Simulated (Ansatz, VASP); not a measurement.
**One calculation of InAs, two programs**

```
In As
1.0
     0.00000    2.80412    2.80412
     2.80412    0.00000    2.80412
     2.80412    2.80412    0.00000
In As
1 1
Direct
  0.50000 0.50000 0.50000
  0.00000 0.00000 0.00000
```

Alike in both runs: task single point; functional r2SCAN; k mesh 14 × 14 × 14; occupations gaussian, width 0.05 eV; no spin polarisation.

|  | VASP | Ansatz |
| --- | --- | --- |
| version | VASP 6.6.1 | Ansatz 0.2.0 |
| potentials or method | VASP PAW PBE potentials, release 64 (In_d, As) | scalar-relativistic, plane waves, PAW |
| plane-wave cutoff (eV) | 520 | 500 |
| valence electrons in the cell | 18 | 28 |

```csv
,VASP,Ansatz,Ansatz less VASP
gap on the k mesh at the Fermi level (eV),none,none,-
pressure (GPa),3.4,3.2,-0.11
```

A gap of «none» marks a metal or a gap that the smearing closes. The functional is the same, so the differences come from potentials, cutoffs and numerics. The two sets of potentials don't hold the same shells in valence.

Caveats: the PAW data sets were made with another functional, which shifts forces and pressure a little (VASP).
